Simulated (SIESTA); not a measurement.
WS2, a slab with vacuum:

```
W S
1.0
     3.18312    0.00000    0.00000
    -1.59156    2.75666    0.00000
     0.00000    0.00000   35.18056
W S
4 8
Direct
  0.33333 0.66667 0.59232
  0.33333 0.66667 0.22340
  0.66667 0.33333 0.77660
  0.66667 0.33333 0.40768
  0.33333 0.66667 0.82115
  0.33333 0.66667 0.45202
  0.66667 0.33333 0.63662
  0.66667 0.33333 0.26774
  0.33333 0.66667 0.73226
  0.33333 0.66667 0.36338
  0.66667 0.33333 0.54798
  0.66667 0.33333 0.17885
```

- Program: SIESTA 5.4.2
- Task: single point
- Functional: PBE
- Potentials or basis: PseudoDojo 0.4 standard (PBE files)
- Basis: DZP (energy shift 0.003 Ry; two zetas on semicore shells)
- Grid cutoff: 800 Ry
- Energy shift: 0.003 Ry
- k mesh: 10 × 10 × 1
- Occupations: fermi-dirac, width 0.05 eV
- Spin: no spin polarisation

On this cell: largest force 0.680 eV/Å; band gap on the k mesh 1.49 eV, indirect (least direct gap 2.15 eV).

The same run follows on a disturbed copy (atoms moved at random, drawn with an rms of 0.05 Å):

```xyz
12
Lattice="3.1831 0.0000 0.0000 -1.5916 2.7567 0.0000 0.0000 0.0000 35.1806" Properties=species:S:1:pos:R:3 pbc="T T T"
W    -0.0465    1.7823   20.8616
W    -0.0096    1.8026    7.8443
W     1.5924    0.9185   27.3225
W     1.5618    0.9300   14.3463
S    -0.0047    1.7988   28.8859
S    -0.0163    1.8495   15.8870
S     1.5620    0.9303   22.4251
S     1.6163    0.9098    9.4485
S     0.0481    1.9055   25.7543
S     0.0336    1.8202   12.8023
S     1.6072    0.9640   19.2575
S     1.6303    0.9325    6.2970
```

What changes?

The energy moves by +18.1 meV/atom; largest force 1.971 eV/Å; band gap on the k mesh 1.47 eV, indirect (least direct gap 2.00 eV).

Forces in eV/Å, atoms in the order of the input:
```
W    0.835  1.700 -0.546
W    0.908  0.813  0.973
W    0.399  0.347 -0.020
W    0.901 -0.337  0.005
S    0.040  0.367  0.615
S   -0.168 -0.002  1.072
S   -0.180 -0.730  0.555
S   -0.343 -0.270 -0.097
S   -0.442 -0.718 -0.576
S   -0.732  0.337 -1.076
S   -0.653 -0.966 -0.015
S   -0.567 -0.542 -0.892
```

Stress tensor (GPa, compression positive):
```
3.38 0.03 1.40
0.03 2.48 1.02
1.40 1.02 3.96
```

Caveats: short orbitals over semicore shells can move pressures by several GPa; spin-orbit coupling is left out, which moves the levels of the heavy elements; the basis of atomic orbitals isn't converged, which shifts pressures, moduli and gaps.

A k mesh can miss the band edges.
